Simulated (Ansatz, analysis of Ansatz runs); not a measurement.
## A hop of O in LaOF (R-3m), charge −2

Aim: the barrier of one jump in LaOF (R-3m) at charge −2: O_i hop between interstitial places. The model is a cell of 36 host atoms with 1 O put in; O is the atom that moves.

Program: Ansatz 0.2.0. Level of theory: plane-wave PAW DFT, PBEsol; nudged elastic band between two relaxed defect structures at fixed charge in a uniform background. Results are calculated unless marked as measured.

Report form: the programs' logs are mostly left out.

In doubt: the saddle or end points were not verified (step 4), which bears on barriers.

### Step 1. Starting point

The cell holds 37 atoms: 12 La, 13 O and 12 F. Its edges and angles: a = 8.026 Å, b = 12.040 Å, c = 7.079 Å, α = 73.5°, β = 73.5°, γ = 60.0°. It derives from LaOF (space group R-3m). Nearest the centre at fractional (0.125, 0.750, 0.750): O15 at 1.41 Å, F17 at 1.48 Å, La8 at 2.01 Å, La32 at 2.01 Å, O37 at 2.03 Å, F12 at 3.15 Å, F36 at 3.15 Å, O9 at 3.17 Å. The cell carries charge −2.

The cell's shortest repeat is 7.1 Å.

### Step 2. Relaxation of the start point, charge −2

The ends come first: from an unrelaxed start the top is counted from too high an energy, and the barrier comes out too low. Small random displacements break the symmetry of the ideal sites, so that the defect can distort if it gains by it. The charge of −2 is set by the electron count, and a uniform background keeps the cell neutral.

File qm2.start/input.yaml:

```yaml
crystal:
  lattice:
    - [-4.01323029, 6.95111876, 0.0]
    - [-12.03969086, 0.0, 0.0]
    - [-2.00661514, 1.15851979, 6.68937331]
  atoms:
    - { symbol: La, position: [0.12912111, 0.08608074, 0.22527337] }
    - { symbol: La, position: [0.37087889, 0.2472526, 0.77472663] }
    - { symbol: O, position: [0.1884472, 0.12563147, 0.86931681] }
    - { symbol: O, position: [0.3115528, 0.20770187, 0.13068319] }
    - { symbol: F, position: [0.06449263, 0.04299509, 0.6130442] }
    - { symbol: F, position: [0.43550737, 0.29033824, 0.3869558] }
    - { symbol: La, position: [0.12912111, 0.41941407, 0.22527337] }
    - { symbol: La, position: [0.37087889, 0.58058593, 0.77472663] }
[... 25 atom lines left out ...]
    - { symbol: O, position: [0.8115528, 0.87436853, 0.13068319] }
    - { symbol: F, position: [0.56449263, 0.70966176, 0.6130442] }
    - { symbol: F, position: [0.93550737, 0.95700491, 0.3869558] }
    - { symbol: O, position: [1.0, 0.666667, 0.0] }
total_charge: -2
basis:
  ecutwfc: 420
  xc_grid: 2
hamiltonian:
  xc: pbesol
kpoints:
  mp_grid: { grid: [1, 1, 1] }
scf:
  occupations: { method: fixed }
  max_iter: 60
output:
  forces: true
relax:
  f_tol: 0.02
  max_steps: 70
  random_displacement: { amplitude: 0.03, seed: 9861 }
```

On the command line:

```
ansatz run input.yaml --threads 4 --pin off --max-ram 7536MiB --backend cpu --events-out ev --progress --plain --runs-dir out
```

Elapsed: 14 s, on 4 threads of Arm Neoverse V2, shared host; peak memory 0.7 GiB; 53 s of CPU time.

Relaxation path:

```
step  energy less that of the first step (eV)  largest force component (eV/Å)
   1                                   0.0000                          2.9300
   2                                  -2.8868                          1.0878
   3                                  -3.2298                          0.1935
   4                                  -3.2532                          0.1466
   5                                  -3.2621                          0.1333
   6                                  -3.2698                          0.0333
   7                                  -3.2711                          0.0159
```

The atoms that moved most (Å, from the sites as typed, ahead of the random displacement):

```
atom      dx      dy      dz  length
 O34  -0.129  -0.092   0.068   0.172
  O9   0.129   0.092  -0.068   0.172
 O28   0.116  -0.073   0.089   0.164
 O15  -0.116   0.073  -0.089   0.163
La26  -0.117   0.048   0.095   0.158
La13   0.117  -0.048  -0.095   0.158
 F17   0.005  -0.021  -0.155   0.157
 F30  -0.004   0.020   0.155   0.156
```

The relaxed structure:

```xyz
37
Lattice="-4.0132 6.9511 0.0000 -12.0397 0.0000 0.0000 -2.0066 1.1585 6.6894" Properties=species:S:1:pos:R:3 pbc="T T T"
La   -1.9610    1.1816    1.5146
La   -5.9938    3.5067    5.1796
O    -4.0185    2.3077    5.8158
O    -4.0223    2.2969    0.8793
F    -2.0063    1.1175    4.0797
F    -6.0176    3.4554    2.6173
La   -6.1329    1.0950    1.4258
La  -10.0563    3.3603    5.2311
O    -7.8991    2.4106    5.7469
O    -8.0245    2.4618    0.9265
F    -6.0092    1.1625    4.0807
F   -10.0399    3.4738    2.6149
La   -9.9172    1.1119    1.4122
La  -14.0873    3.4530    5.1480
O   -12.1567    2.3915    5.7262
O   -12.0486    2.3031    0.8821
F   -10.0297    1.1393    3.9460
F   -14.0565    3.4640    2.5922
La   -4.0417    4.6057    1.5100
La   -8.0743    6.9310    5.1752
O    -6.0132    5.8156    5.8103
O    -6.0168    5.8048    0.8739
F    -4.0177    4.6572    4.0722
F    -8.0291    6.9953    2.6098
La   -7.9880    4.6595    1.5418
La  -12.1579    7.0005    5.2777
O   -10.0267    5.8095    5.8077
O    -9.9184    5.7211    0.9638
F    -8.0187    4.6486    4.0974
F   -12.0453    6.9730    2.7435
La  -12.0189    4.7523    1.4588
La  -15.9422    7.0176    5.2639
O   -14.0508    5.6507    5.7634
O   -14.1761    5.7018    0.9427
F   -12.0354    4.6390    4.0750
F   -16.0657    6.9501    2.6092
O   -12.0410    6.9526    0.0000
```

Neighbours of O37 at the end:

```
atom  distance (Å)
La13         2.607
La26         2.607
La32         2.611
 La7         2.611
 O33         2.629
 O10         2.629
 O15         2.636
 O28         2.636
 La8         2.640
La31         2.640
 O34         2.648
  O9         2.648
```

This step gave:

| Property | Result |
| --- | --- |
| free energy | -90883.4212 eV |
| largest move from the ideal geometry of this structure, a common shift of the far atoms taken out | 0.1724 Å |

The relaxation gained 3.271 eV and ended with a largest force component of 0.016 eV/Å.

### Step 3. Relaxation of the end point, charge −2

The end point is relaxed in the same cell and settings, so that the two energies compare.

File qm2.end/input.yaml:

```yaml
crystal:
  lattice:
    - [-4.01323029, 6.95111876, 0.0]
    - [-12.03969086, 0.0, 0.0]
    - [-2.00661514, 1.15851979, 6.68937331]
  atoms:
    - { symbol: La, position: [0.12912111, 0.08608074, 0.22527337] }
    - { symbol: La, position: [0.37087889, 0.2472526, 0.77472663] }
[... 2 atom lines left out ...]
    - { symbol: F, position: [0.06449263, 0.04299509, 0.6130442] }
[... 2 atom lines left out ...]
    - { symbol: La, position: [0.37087889, 0.58058593, 0.77472663] }
    - { symbol: O, position: [0.1884472, 0.4589648, 0.86931681] }
    - { symbol: O, position: [0.3115528, 0.5410352, 0.13068319] }
[... 1 atom line left out ...]
    - { symbol: F, position: [0.43550737, 0.62367158, 0.3869558] }
[... 2 atom lines left out ...]
    - { symbol: O, position: [0.1884472, 0.79229813, 0.86931681] }
[... 1 atom line left out ...]
    - { symbol: F, position: [0.06449263, 0.70966176, 0.6130442] }
[... 14 atom lines left out ...]
    - { symbol: La, position: [0.87087889, 0.91391926, 0.77472663] }
    - { symbol: O, position: [0.6884472, 0.79229813, 0.86931681] }
[... 1 atom line left out ...]
    - { symbol: F, position: [0.56449263, 0.70966176, 0.6130442] }
    - { symbol: F, position: [0.93550737, 0.95700491, 0.3869558] }
    - { symbol: O, position: [1.25, 0.8333, -0.5] }
total_charge: -2
basis:
  ecutwfc: 420
  xc_grid: 2
hamiltonian:
  xc: pbesol
kpoints:
  mp_grid: { grid: [1, 1, 1] }
scf:
  occupations: { method: fixed }
  max_iter: 60
output:
  forces: true
relax:
  f_tol: 0.02
  max_steps: 70
  random_displacement: { amplitude: 0.03, seed: 9861 }
```

Elapsed: 33 s, on 4 threads; peak memory 0.7 GiB.

Relaxation path:

```
step  energy less that of the first step (eV)  largest force component (eV/Å)
   1                                   0.0000                          2.6651
   2                                  -3.0895                          0.9338
   3                                  -2.7669                          1.0002
   4                                  -3.3331                          0.2341
   5                                  -3.3405                          0.3533
   6                                  -3.3742                          0.0592
   7                                  -3.3774                          0.1588
   8                                  -3.3834                          0.0784
   9                                  -3.3890                          0.0721
  10                                  -3.3930                          0.0614
  11                                  -3.3798                          0.1692
  12                                  -3.3992                          0.0842
  13                                  -3.3990                          0.1385
  14                                  -3.4024                          0.0499
  15                                  -3.4021                          0.0340
  16                                  -3.4029                          0.0193
```

Relaxation steps 3, 11, 13, 15 were tried and not accepted.

The atoms that moved most (Å, from the sites as typed, ahead of the random displacement):

```
atom      dx      dy      dz  length
 O37   0.156   0.145  -0.289   0.359
 F12   0.267   0.187   0.026   0.327
 O16  -0.040  -0.068  -0.310   0.320
La13  -0.138   0.103   0.187   0.255
La31   0.012  -0.190   0.113   0.222
 F18  -0.193   0.025  -0.069   0.206
 F35  -0.018   0.172   0.071   0.187
 F36  -0.045  -0.178   0.026   0.186
```

Neighbours of O37 at the end:

```
atom  distance (Å)
La31         2.451
 F12         2.474
La13         2.495
 O16         2.508
 F35         2.603
 F18         2.629
 F17         2.661
 F36         2.684
```

Read from the output:

```yaml
free_energy: -90882.2031 eV
largest_move_from_the_ideal_geometry_of_this_structure_a_common_shift_of_the_far_atoms_taken_out: 0.3642 Å
```

The relaxation gained 3.403 eV and ended with a largest force component of 0.019 eV/Å. The end lies 1.218 eV above the start.

### Step 4. Nudged elastic band, charge −2

7 movable images are laid between the ends on a pair-potential path, which keeps atoms from colliding in the first guess. Each image feels the true force across the path and a spring force along it. The highest image is set to climb to the top of the path.

This step: plane-wave PAW DFT, PBEsol; nudged elastic band between two relaxed defect structures at fixed charge in a uniform background.

File qm2.neb/input.yaml:

```yaml
crystal:
  lattice:
    - [-4.01323029, 6.95111876, 0.0]
    - [-12.03969086, 0.0, 0.0]
    - [-2.00661514, 1.15851979, 6.68937331]
  atoms:
    - { symbol: La, position: [0.13225385, 0.08106001, 0.22642242] }
    - { symbol: La, position: [0.37542703, 0.24363993, 0.77430834] }
    - { symbol: O, position: [0.187089, 0.12650676, 0.86940465] }
    - { symbol: O, position: [0.30852181, 0.20933509, 0.13144564] }
    - { symbol: F, position: [0.05911642, 0.04529049, 0.60987056] }
    - { symbol: F, position: [0.43189066, 0.29064211, 0.39126827] }
    - { symbol: La, position: [0.12201076, 0.43319426, 0.21314554] }
    - { symbol: La, position: [0.35308386, 0.5872313, 0.78200183] }
    - { symbol: O, position: [0.20361108, 0.4450354, 0.85911527] }
    - { symbol: O, position: [0.33107378, 0.53306303, 0.13850709] }
    - { symbol: F, position: [0.06556572, 0.37559068, 0.61002558] }
    - { symbol: F, position: [0.43459316, 0.62388266, 0.39090016] }
    - { symbol: La, position: [0.1247698, 0.7469358, 0.2111091] }
    - { symbol: La, position: [0.36849876, 0.91897298, 0.76957656] }
    - { symbol: O, position: [0.20138238, 0.7999224, 0.85600836] }
    - { symbol: O, position: [0.30934348, 0.87564987, 0.13186526] }
    - { symbol: F, position: [0.06559407, 0.71287312, 0.58988472] }
    - { symbol: F, position: [0.43375683, 0.95834187, 0.38751609] }
    - { symbol: La, position: [0.62496674, 0.08975481, 0.22573479] }
    - { symbol: La, position: [0.86815964, 0.25231377, 0.7736375] }
    - { symbol: O, position: [0.69187694, 0.12405515, 0.86858581] }
    - { symbol: O, position: [0.8133194, 0.20686563, 0.13063543] }
    - { symbol: F, position: [0.56852938, 0.04273213, 0.60876062] }
    - { symbol: F, position: [0.94133257, 0.28808011, 0.39014715] }
    - { symbol: La, position: [0.63191259, 0.41441803, 0.2304825] }
    - { symbol: La, position: [0.8756103, 0.58645201, 0.7889725] }
    - { symbol: O, position: [0.69106555, 0.45774565, 0.86819779] }
    - { symbol: O, position: [0.7990366, 0.533449, 0.14408068] }
    - { symbol: F, position: [0.56667412, 0.37504727, 0.61252425] }
    - { symbol: F, position: [0.93479952, 0.62050979, 0.41013148] }
    - { symbol: La, position: [0.64733445, 0.74614782, 0.21807557] }
    - { symbol: La, position: [0.87841109, 0.90018581, 0.78690739] }
    - { symbol: O, position: [0.66933074, 0.80033008, 0.86157296] }
    - { symbol: O, position: [0.79678615, 0.88836347, 0.14092207] }
    - { symbol: F, position: [0.56584063, 0.70950102, 0.60917603] }
    - { symbol: F, position: [0.93484821, 0.95777332, 0.39005313] }
    - { symbol: O, position: [1.00021033, 0.66670432, 5.53e-06] }
total_charge: -2
basis:
  ecutwfc: 420
  xc_grid: 2
hamiltonian:
  xc: pbesol
kpoints:
  mp_grid: { grid: [1, 1, 1] }
scf:
  occupations: { method: fixed }
  max_iter: 60
output:
  forces: true
neb:
  images: 7
  f_tol: 0.05
  climbing: true
  initial_path: idpp
  max_iterations: 45
  order_check: false
  final_atoms:
    - { symbol: La, position: [0.13911944, 0.07009299, 0.23299798] }
    - { symbol: La, position: [0.36996793, 0.2474835, 0.7810195] }
[... 2 atom lines left out ...]
    - { symbol: F, position: [0.05242649, 0.05263806, 0.61769485] }
[... 2 atom lines left out ...]
    - { symbol: La, position: [0.36326585, 0.59729472, 0.76772196] }
    - { symbol: O, position: [0.19441815, 0.45914927, 0.87238934] }
[... 2 atom lines left out ...]
    - { symbol: F, position: [0.46345513, 0.59150166, 0.39308177] }
    - { symbol: La, position: [0.14105281, 0.75557243, 0.25545549] }
[... 1 atom line left out ...]
    - { symbol: O, position: [0.18444431, 0.78953071, 0.89351857] }
[... 1 atom line left out ...]
    - { symbol: F, position: [0.05018097, 0.70357097, 0.63224876] }
[... 14 atom lines left out ...]
    - { symbol: La, position: [0.87679623, 0.90846813, 0.78624448] }
    - { symbol: O, position: [0.68982104, 0.79117578, 0.87530688] }
[... 1 atom line left out ...]
    - { symbol: F, position: [0.58923894, 0.70116722, 0.62584032] }
    - { symbol: F, position: [0.91095988, 0.96827612, 0.39306595] }
    - { symbol: O, position: [1.27980037, 0.81763357, -0.54108972] }
```

Run time: 6.5 min. Hardware: 4 threads; peak memory 2 GiB.

The path, image by image:

```
image  path (Å)  energy (eV)        O37: x, y, z (Å)
    0     0.000       0.0000   -12.041, 6.953, 0.000
    1     0.926       0.3600  -12.038, 7.039, -0.437
    2     1.851       0.6851  -12.048, 7.067, -0.978
    3     2.777       0.3441  -12.076, 7.121, -1.711
    4     3.704      -0.3041  -12.053, 7.128, -2.382
    5     4.630       0.2583  -12.542, 7.439, -2.620
    6     5.556       1.0086  -13.142, 7.735, -2.854
    7     6.483       1.3674  -13.569, 7.936, -3.009
    8     7.709       1.2181  -13.894, 8.269, -3.620
```

Numbers from this step:

| Item | Value |
| --- | --- |
| free energy | -90882.0538 eV |
| barrier forward | 1.367 eV |
| barrier backward | 0.1493 eV |
| end less start | 1.218 eV |
| hop length | 4.274 Å |

Track of the atom that was set to move:

```
image   x (Å)  y (Å)   z (Å)  nearest neighbour  distance (Å)
    0  -12.04  6.953       0                 La         2.607
    1  -12.04  7.039  -0.437                 La         2.386
    2  -12.05  7.067  -0.978                 La         2.257
    3  -12.08  7.121  -1.711                 La         2.197
    4  -12.05  7.128  -2.382                 La         2.321
    5  -12.54  7.439   -2.62                 La         2.205
    6  -13.14  7.735  -2.854                 La         2.231
    7  -13.57  7.936  -3.009                 La         2.313
    8  -13.89  8.269   -3.62                 La         2.451
```

The band met its tolerance of 0.05 eV/Å after 21 iterations, with image 7 on top (the start counts as 0). O37, which moves farthest between the ends, has 6 La at 2.61 to 2.64 Å, 6 O at 2.63 Å and 2 F at 2.74 Å nearest at the start and 3 La at 2.31 to 2.55 Å, 3 F at 2.43 to 2.63 Å and 1 O at 2.56 Å at the top. Image 4 lies 0.304 eV under the start, so a lower structure than the start lies on the path, and the climb from it is at least 1.67 eV.

### Step 5. Single point at the start point, r2SCAN

Three single points with a meta-GGA, at its higher cutoff of 500 eV, show what it does to the barrier on the path found. The start is shown; top and end are run alike.

This step: plane-wave PAW DFT, r2SCAN; single point of a defect supercell on a structure of the PBEsol path.

File qm2.start.r2scan/input.yaml:

```yaml
crystal:
  lattice:
    - [-4.01323029, 6.95111876, 0.0]
    - [-12.03969086, 0.0, 0.0]
    - [-2.00661514, 1.15851979, 6.68937331]
  atoms:
    - { symbol: La, position: [0.13225385, 0.08106001, 0.22642242] }
    - { symbol: La, position: [0.37542703, 0.24363993, 0.77430834] }
[... 2 atom lines left out ...]
    - { symbol: F, position: [0.05911642, 0.04529049, 0.60987056] }
[... 2 atom lines left out ...]
    - { symbol: La, position: [0.35308386, 0.5872313, 0.78200183] }
    - { symbol: O, position: [0.20361108, 0.4450354, 0.85911527] }
[... 2 atom lines left out ...]
    - { symbol: F, position: [0.43459316, 0.62388266, 0.39090016] }
    - { symbol: La, position: [0.1247698, 0.7469358, 0.2111091] }
[... 1 atom line left out ...]
    - { symbol: O, position: [0.20138238, 0.7999224, 0.85600836] }
[... 1 atom line left out ...]
    - { symbol: F, position: [0.06559407, 0.71287312, 0.58988472] }
[... 14 atom lines left out ...]
    - { symbol: La, position: [0.87841109, 0.90018581, 0.78690739] }
    - { symbol: O, position: [0.66933074, 0.80033008, 0.86157296] }
[... 1 atom line left out ...]
    - { symbol: F, position: [0.56584063, 0.70950102, 0.60917603] }
    - { symbol: F, position: [0.93484821, 0.95777332, 0.39005313] }
    - { symbol: O, position: [1.00021033, 0.66670432, 5.53e-06] }
total_charge: -2
basis:
  ecutwfc: 500
  xc_grid: 2
hamiltonian:
  xc: r2scan
kpoints:
  mp_grid: { grid: [1, 1, 1] }
scf:
  occupations: { method: fixed }
  max_iter: 60
output:
  forces: true
  eigenvalues: true
checkpoint:
  write: "../qm2.start.r2scan.run"
  compress: false
  write_wavefunctions: false
  write_every: 100000
```

It took 7.3 s on 4 threads; peak memory 0.97 GiB.

Numbers from this step:

```yaml
free_energy: -92344.3694 eV
```

### Step 6. Barrier from single points, r2SCAN

Analysis of the runs above: barrier from r2SCAN single points on the PBEsol path.

It gives:

```yaml
barrier_forward: 1.415 eV
barrier_backward: 0.2028 eV
end_less_start: 1.212 eV
```

This gives 1.415 eV against the band's 1.367 eV.

### Step 7. Band with another choice: too few band iterations

This step: plane-wave PAW DFT, PBEsol; nudged elastic band between two relaxed defect structures at fixed charge in a uniform background.

qm2.try0/input.yaml, as its differences from qm2.neb/input.yaml of step 4:

```diff
@@ -61,3 +61,3 @@
   initial_path: idpp
-  max_iterations: 45
+  max_iterations: 2
   order_check: false
```

Run time: 53 s. Hardware: 4 threads; peak memory 2 GiB.

The run stopped before the relaxation met all its tests.

The program's message: “Error: NEB band did not converge after 2 iterations: max|band force component| = 3.22e0 eV/Å (threshold 5.0e-2); [...]”

The fault put into the input: too few band iterations.

What was changed: too few band iterations.

Cause: the step limit was set far under what the optimiser needs. Fix: raise it, or go on from the last structure.

### Step 8. Results

| Property | Result |
| --- | --- |
| barrier forward | 1.37 eV (in doubt, see below) |
| barrier backward | 0.15 eV |
| end less start | 1.22 eV |
| hop length | 4.27 Å |
| band iterations, as the log counts them | 21 |
| barrier from single points, r2SCAN | 1.41 eV (in doubt, see below) |

The top of the band lies 1.37 eV above the start and 0.15 eV above the end. Image 4 lies 0.304 eV under the start, so a lower structure than the start lies on the path, and the climb from it is at least 1.67 eV. The ends differ by 1.22 eV, so they aren't like places or like states; the smaller barrier is only the way out of the higher one. At the top O37 stands 2.31 Å from its nearest La, 0.29 Å closer than at the start. Across functionals on this path (PBEsol 1.367 and r2SCAN 1.415 eV) the forward values spread by 0.047 eV. The order of the top as a saddle was not checked for all atoms, so a bent path could be lower. No image-charge correction is applied; it largely cancels along a path if the charge stays localised alike. Keep in mind: sampling at the zone centre alone can move energies of charged and open-shell states by tenths of an eV or more in cells of this size; periodic copies of the defect are only 7.1 Å apart; spin–orbit coupling, which can matter with heavy atoms, is left out.

[Logs are printed without paths, hosts, clocks, repeated set-up lines and the standing remarks that a program may print on its own settings, such as how far it seeks lower states.]

[Hosts, paths, dates, database ids (printed as entryN), source tags and the programs' standing remarks are cut or masked in the printed files.]
